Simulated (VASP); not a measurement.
# BN (F-43m) in VASP: single point with LDA

Aim: the single point of BN with LDA.

Program: VASP 6.6.1. These are calculated values, not measurements. Logs are shortened: lines on timing, memory, paths and dates and some standing lists are left out, and cuts for length are marked.

**The experiment to reproduce.**

A printed reference work, monograph reports, for a bulk crystal of BN at 300 K: band gap 6.4 eV (indirect).

The results are compared with them further down.

**1. The cell of the first run**

Symmetry: F-43m, No. 216, cubic system. Conventional cell: a = 3.581 Å, b = 3.581 Å, c = 3.581 Å, α = 90.00°, β = 90.00°, γ = 90.00°. B (site symmetry -43m) has 4 N at 1.55 Å within 2.1 Å. Within 2.1 Å of N (site symmetry -43m) lie 4 B at 1.55 Å.

**2. Single point, LDA**

INCAR

```
  PREC = Accurate
  ENCUT = 910
  EDIFF = 1E-6
  ISMEAR = 0
  SIGMA = 0.01
  LREAL = F
  LASPH = T
  NELM = 120
  ALGO = Normal
  ISIF = 2
  LWAVE = F
  LCHARG = F
  NBANDS = 11
  GGA_COMPAT = F
```

KPOINTS

```
Automatic mesh
0
Gamma
  10 10 10
```

POSCAR

```
BN
1.0
    0.0000000000      1.7903545940      1.7903545940
    1.7903545940      0.0000000000      1.7903545940
    1.7903545940      1.7903545940      0.0000000000
B N
1 1
Direct
    0.0000000000      0.0000000000      0.0000000000
    0.2500000000      0.2500000000      0.2500000000
```

Potentials or basis: VASP PAW LDA potentials, release 64 (B_h, N_h).

The run is started by

```bash
$ cat potpaw_LDA.64/B_h/POTCAR potpaw_LDA.64/N_h/POTCAR > POTCAR
$ mpirun -np 1 vasp_std > vasp.out
```

OUTCAR:

```text
PREC = Accurate
   ENCUT = 910
   EDIFF = 1E-6
   ISMEAR = 0
   LREAL = F
   LASPH = T
   NELM = 120
   ISIF = 2

 ion  position               nearest neighbor table
   1  0.000  0.000  0.000-
   2  0.250  0.250  0.250-

  LATTYP: Found a face centered cubic cell.
 ALAT       =     3.5807091880

  Lattice vectors:

 A1 = (   0.0000000000,   1.7903545940,   1.7903545940)
 A2 = (   1.7903545940,   0.0000000000,   1.7903545940)
 A3 = (   1.7903545940,   1.7903545940,   0.0000000000)

Analysis of symmetry for initial positions (statically):
=====================================================================
 Subroutine PRICEL returns:
 Original cell was already a primitive cell.

 Routine SETGRP: Setting up the symmetry group for a
 face centered cubic supercell.

 Subroutine GETGRP returns: Found 24 space group operations
 (whereof 24 operations were pure point group operations)
 out of a pool of 48 trial point group operations.

The static configuration has the point symmetry T_d .

Analysis of symmetry for dynamics (positions and initial velocities):
=====================================================================
 Subroutine PRICEL returns:
 Original cell was already a primitive cell.

 Routine SETGRP: Setting up the symmetry group for a
 face centered cubic supercell.

 Subroutine GETGRP returns: Found 24 space group operations
 (whereof 24 operations were pure point group operations)
 out of a pool of 48 trial point group operations.

The dynamic configuration has the point symmetry T_d .

 Subroutine INISYM returns: Found 24 space group operations
 (whereof 24 operations are pure point group operations),
 and found     1 'primitive' translations

----------------------------------------------------------------------------------------

                                     Primitive cell

  volume of cell :      11.4775

  direct lattice vectors                    reciprocal lattice vectors
     0.000000000  1.790354594  1.790354594    -0.279274285  0.279274285  0.279274285
     1.790354594  0.000000000  1.790354594     0.279274285 -0.279274285  0.279274285
     1.790354594  1.790354594  0.000000000     0.279274285  0.279274285 -0.279274285

  length of vectors
     2.531943748  2.531943748  2.531943748     0.483717252  0.483717252  0.483717252

  position of ions in fractional coordinates (direct lattice)
     0.000000000  0.000000000  0.000000000
     0.250000000  0.250000000  0.250000000

  ion indices of the primitive-cell ions
   primitive index   ion index
                 1           1
                 2           2

----------------------------------------------------------------------------------------

 KPOINTS: Automatic mesh

Automatic generation of k-mesh.
 Grid dimensions read from file:
 generate k-points for:   10   10   10

 Generating k-lattice:

  Cartesian coordinates                     Fractional coordinates (reciprocal lattice)
    -0.027927429  0.027927429  0.027927429     0.100000000  0.000000000  0.000000000
     0.027927429 -0.027927429  0.027927429     0.000000000  0.100000000  0.000000000
     0.027927429  0.027927429 -0.027927429     0.000000000  0.000000000  0.100000000

  Length of vectors
     0.048371725  0.048371725  0.048371725

  Shift w.r.t. Gamma in fractional coordinates (k-lattice)
     0.000000000  0.000000000  0.000000000

 Subroutine IBZKPT returns following result:
 ===========================================

 Found     47 irreducible k-points:

 Following reciprocal coordinates:
            Coordinates               Weight
  0.000000  0.000000  0.000000      1.000000
  0.100000  0.000000  0.000000      8.000000
  0.200000  0.000000  0.000000      8.000000
  0.300000  0.000000  0.000000      8.000000
  0.400000  0.000000  0.000000      8.000000
  0.500000  0.000000  0.000000      4.000000
[... 16 lines left out ...]
  0.300000  0.300000  0.000000      6.000000
  0.400000  0.300000  0.000000     24.000000
 [... further k-points ...]
   k-points           NKPTS =     47   k-points in BZ     NKDIM =     47   number of bands    NBANDS=     11
   number of dos      NEDOS =    301   number of ions     NIONS =      2
   total plane-waves  NPLWV =  21952
   dimension x,y,z NGX =    28 NGY =   28 NGZ =   28
   dimension x,y,z NGXF=    56 NGYF=   56 NGZF=   56
   ions per type =               1   1
   NGX,Y,Z   is equivalent  to a cutoff of  18.38, 18.38, 18.38 a.u.
   NGXF,Y,Z  is equivalent  to a cutoff of  36.77, 36.77, 36.77 a.u.
 SYSTEM =  unknown system
   PREC   = accura    normal or accurate (medium, high low for compatibility)
   ISTART =      0    job   : 0-new  1-cont  2-samecut
   ICHARG =      2    charge: 1-file 2-atom 10-const
   ISPIN  =      1    spin polarized calculation?
   LNONCOLLINEAR =      F non collinear calculations
   LSORBIT =      F    spin-orbit coupling
   LASPH  =      T    aspherical Exc in radial PAW
   ENCUT  =  910.0 eV  66.88 Ry    8.18 a.u.   6.23  6.23  6.23*2*pi/ulx,y,z
   NELM   =    120;   NELMIN=  2; NELMDL= -5     # of ELM steps
   EDIFF  = 0.1E-05   stopping-criterion for ELM
   LREAL  =      F    real-space projection
   EDIFFG = 0.1E-04   stopping-criterion for IOM
   NSW    =      0    number of steps for IOM
   IBRION =     -1    ionic relax: 0-MD 1-quasi-New 2-CG
   NFREE  =      0    steps in history (QN), initial steepest desc. (CG)
   ISIF   =      2    stress and relaxation
   ISYM   =      2    0-nonsym 1-usesym 2-fastsym
   POTIM  = 0.5000    time-step for ionic-motion
   TEBEG  =    0.0;   TEEND  =   0.0 temperature during run
   PSTRESS=    0.0 pullay stress
   NELECT =       8.0000    total number of electrons
   NUPDOWN=      -1.0000    fix difference up-down
   EMIN   =  10.00;   EMAX   =-10.00  energy-range for DOS
   EFERMI =   0.00;   METHOD = LEGACY
   ISMEAR =     0;   SIGMA  =   0.01  broadening in eV -4-tet -1-fermi 0-gaus
   EFERMI_NEDOS =   21; number of points for ismear=-14 and -15
   IALGO  =     38    algorithm
   IMIX   =      4    mixing-type and parameters
     AMIX     =   0.40;   BMIX     =  1.00
     AMIX_MAG =   1.60;   BMIX_MAG =  1.00
  volume/ion in A,a.u.               =       5.74        38.73
  Fermi-wavevector in a.u.,A,eV,Ry     =   1.451518  2.742971 28.666178  2.106905
  Thomas-Fermi vector in A             =   2.569006
   LORBIT       =      0    0 simple, 1 ext, 2 COOP (PROOUT), +10 PAW based schemes
   GGA     = CA    functional components
   LHFCALC =     F    Hartree Fock is set to
   AEXX    =    0.0000 exact exchange contribution
   IVDW    =     0    specifies the selected vdW correction
   LEPSILON=     F    determine dielectric tensor
   LRPA    =     F    only Hartree local field effects (RPA)
 non-spin polarized calculation
 Gauss-broadening in eV      SIGMA  =   0.01
  energy-cutoff  :      910.00
  volume of cell :       11.48
 maximum number of plane-waves:       728
 NGX is ok and might be reduce to    28
   NGX = 13   NGY = 13   NGZ = 13

 number of electron       8.0000000 magnetization

 Free energy of the ion-electron system (eV)
  ---------------------------------------------------
  ext. energy  EPLUGINS =         0.00000000
  ---------------------------------------------------
  free energy    TOTEN  =       -19.41946647 eV

  energy without entropy =      -19.41946647  energy(sigma->0) =      -19.41946647

 E-fermi :   9.4476     XC(G=0): -13.4076

 val. band max:        9.2542489824   @ k =   0.0000   0.0000   0.0000
 cond. band min:      13.6354475556   @ k =   0.5000   0.5000   0.0000
 fundamental gap:      4.3811985732
 Fermi energy:         9.4476430915

 k-point     1 :       0.0000    0.0000    0.0000
  band No.  band energies     occupation
      1     -11.1439      2.00000
      2       9.2542      2.00000
      3       9.2542      2.00000
      4       9.2542      2.00000
      5      18.0764      0.00000
      6      18.0764      0.00000
      7      18.0764      0.00000
      8      20.1607      0.00000
      9      34.2919      0.00000
     10      37.3817      0.00000
     11      37.3817      0.00000

 k-point     2 :       0.1000    0.0000    0.0000
  band No.  band energies     occupation
      1     -10.8944      2.00000
      2       7.9694      2.00000
      3       8.9900      2.00000
      4       8.9900      2.00000
      5      18.4322      0.00000
      6      18.4730      0.00000
      7      18.4730      0.00000
      8      20.8834      0.00000
      9      33.8401      0.00000
     10      34.6011      0.00000
     11      34.6011      0.00000

 k-point     3 :       0.2000    0.0000    0.0000
  band No.  band energies     occupation
      1     -10.1585      2.00000
      2       5.2098      2.00000
      3       8.3988      2.00000
      4       8.3988      2.00000
      5      18.9463      0.00000
      6      19.2881      0.00000
      7      19.2881      0.00000
      8      22.4150      0.00000
      9      33.0056      0.00000
     10      33.0926      0.00000
     11      33.0926      0.00000

 k-point     4 :       0.3000    0.0000    0.0000
  band No.  band energies     occupation
      1      -8.9887      2.00000
      2       2.1875      2.00000
      3       7.8033      2.00000
      4       7.8033      2.00000
      5      19.4047      0.00000
      6      19.8578      0.00000
      7      19.8578      0.00000
      8      23.6679      0.00000
      9      32.5586      0.00000
     10      33.3576      0.00000
     11      33.3576      0.00000
[... 239 lines left out ...]
 k-point    22 :      -0.2000    0.2000    0.0000
  band No.  band energies     occupation
      1      -8.6023      2.00000
      2       3.0048      2.00000
      3       4.8659      2.00000
      4       7.9144      2.00000
      5      19.9242      0.00000
      6      20.2795      0.00000
      7      20.8983      0.00000
      8      23.3181      0.00000
      9      30.6506      0.00000
     10      31.6028      0.00000
     11      36.4077      0.00000

 k-point    23 :       0.3000    0.3000    0.0000
  band No.  band energies     occupation
      1      -8.2880      2.00000
      2       4.0454      2.00000
      3       5.4609      2.00000
      4       5.4609      2.00000
      5      15.3825      0.00000
      6      20.1546      0.00000
      7      24.1367      0.00000
      8      24.1367      0.00000
      9      28.2341      0.00000
     10      36.9615      0.00000
     11      41.5577      0.00000

 k-point    24 :       0.4000    0.3000    0.0000
  band No.  band energies     occupation
      1      -7.2386      2.00000
      2       2.4273      2.00000
      3       4.6018      2.00000
      4       5.0402      2.00000
      5      15.3300      0.00000
      6      19.9802      0.00000
      7      24.9532      0.00000
      8      24.9964      0.00000
      9      29.1569      0.00000
     10      36.6520      0.00000
     11      41.3805      0.00000

 [... further k-points ...]

------------------------ aborting loop because EDIFF is reached ----------------------------------------

  FORCE on cell =-STRESS in cart. coord.  units (eV):
  Direction    XX          YY          ZZ          XY          YZ          ZX
  --------------------------------------------------------------------------------------
  -------------------------------------------------------------------------------------
  Total        0.0321718      0.0321718      0.0321718      0.0000000      0.0000000      0.0000000
  in kB        4.4909574      4.4909574      4.4909574      0.0000000      0.0000000      0.0000000
  external PRESSURE =       4.4909574 kB  Pullay stress =       0.0000000 kB

 VOLUME and BASIS-vectors are now :
 -----------------------------------------------------------------------------
  energy-cutoff  :      910.00
  volume of cell :       11.48
      direct lattice vectors                 reciprocal lattice vectors
     0.000000000  1.790354594  1.790354594    -0.279274285  0.279274285  0.279274285
     1.790354594  0.000000000  1.790354594     0.279274285 -0.279274285  0.279274285
     1.790354594  1.790354594  0.000000000     0.279274285  0.279274285 -0.279274285

 POSITION                                       TOTAL-FORCE (eV/Angst)
 -----------------------------------------------------------------------------------
      0.00000      0.00000      0.00000        -0.000000     -0.000000     -0.000000
      0.89518      0.89518      0.89518         0.000000      0.000000      0.000000
 -----------------------------------------------------------------------------------
    total drift:                               -0.000000     -0.000000     -0.000000

  FREE ENERGIE OF THE ION-ELECTRON SYSTEM (eV)
  ---------------------------------------------------
  free  energy   TOTEN  =       -19.4194664725 eV

  energy  without entropy=      -19.4194664725  energy(sigma->0) =      -19.41946647
```

Wall time 12 s (1 thread of Intel Xeon Platinum 8259CL at 2.50GHz (Skylake/Cascade Lake), shared host); peak memory 0.14 GiB.

What came out:

```
Free energy            : -19.4195 eV
Pressure               : 0.4 GPa
Band gap on the k mesh : 4.38 eV (least direct gap 8.82 eV)
```

**3. How close it comes**

Step 2. A measured gap of BN is 6.4 eV (indirect; 300 K; a printed reference work, monograph); the calculated 4.38 eV misses it by -2.02 eV. The value is that of LDA on a finite k mesh, which can miss the band edges, without temperature or zero-point motion. Semilocal functionals fall short of measured gaps as a rule.
